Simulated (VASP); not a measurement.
## AlN in VASP 6.6.1, single-point calculation

INCAR

```
NELECT = 8.5
IBRION = -1
ENCUT = 520
ISMEAR = 0
LWAVE = .FALSE.
LREAL = .FALSE.
ISIF = 2
PREC = Accurate
EDIFF = 1E-7
METAGGA = MBJ
ALGO = Normal
LCHARG = .FALSE.
NBANDS = 11
NELM = 120
SIGMA = 0.01
LASPH = .TRUE.
NSW = 0
```

KPOINTS

```
KPOINTS created by Atomic Simulation Environment
0
Gamma
10 10 10
0 0 0
```

POSCAR

```
Al N
 1.0000000000000000
     0.0000000000000000    2.0390571366999999    2.0390571366999999
     2.0390571366999999    0.0000000000000000    2.0390571366999999
     2.0390571366999999    2.0390571366999999    0.0000000000000000
 Al  N
   1   1
Cartesian
  0.0000000000000000  0.0000000000000000  0.0000000000000000
  2.0390571366999994  2.0390571366999994  2.0390571366999994
```

The recommended PBE PAW datasets give the neutral cell 8 valence electrons.

Command

```
mpirun -np 1 vasp_std
```

Problem. Predict the outcome of this run.

Solution. It converged.

OSZICAR

```
N       E                     dE             d eps       ncg     rms          rms(c)
DAV:   1     0.518555485926E+02    0.51856E+02   -0.43274E+03  1066   0.647E+02
DAV:   2     0.235696341738E+02   -0.28286E+02   -0.27332E+02  1249   0.150E+02
DAV:   3     0.227665958352E+02   -0.80304E+00   -0.80159E+00  1244   0.231E+01
DAV:   4     0.227640824221E+02   -0.25134E-02   -0.25133E-02  1151   0.142E+00
DAV:   5     0.227640677036E+02   -0.14718E-04   -0.14718E-04  1229   0.106E-01    0.922E+00
DAV:   6     0.274785632500E+02    0.47145E+01   -0.32933E+01  1112   0.376E+01    0.763E+00
DAV:   7     0.273947216421E+02   -0.83842E-01   -0.12446E+01  1106   0.191E+01    0.723E+00
DAV:   8     0.279257544610E+02    0.53103E+00   -0.21693E+00  1076   0.848E+00    0.768E+00
DAV:   9     0.274666576775E+02   -0.45910E+00   -0.29344E-01  1106   0.286E+00    0.866E+00
DAV:  10     0.296928840413E+02    0.22262E+01   -0.80459E+00  1139   0.167E+01    0.489E+00
...
DAV:  43     0.298749183051E+02    0.15721E-04   -0.72264E-09   526   0.458E-04    0.600E-05
DAV:  44     0.298749139683E+02   -0.43368E-05   -0.11720E-09   526   0.174E-04    0.616E-05
DAV:  45     0.298749295659E+02    0.15598E-04   -0.52968E-10   526   0.129E-04    0.898E-06
DAV:  46     0.298749354229E+02    0.58570E-05   -0.19147E-10   526   0.966E-05    0.921E-06
DAV:  47     0.298749334887E+02   -0.19341E-05   -0.13482E-11   526   0.312E-05    0.436E-06
DAV:  48     0.298749332765E+02   -0.21225E-06   -0.29162E-12   526   0.117E-05    0.170E-06
DAV:  49     0.298749323356E+02   -0.94088E-06    0.46173E-13   526   0.686E-06    0.201E-06
DAV:  50     0.298749328969E+02    0.56129E-06   -0.13811E-12   526   0.667E-06    0.937E-07
DAV:  51     0.298749329867E+02    0.89834E-07    0.13224E-13   526   0.405E-06
   1 F= 0.29874933E+02 E0= 0.29875000E+02  d E =-.134666E-03
```

The cell is charged and sits in a uniform background. The MBJ potential has no energy functional, so only its levels carry meaning.

For comparison, a separate r²SCAN run of the intended cell, on usual settings and not on those above, gives a gap of 5.23 eV on its mesh and a pressure of -8.6 GPa.
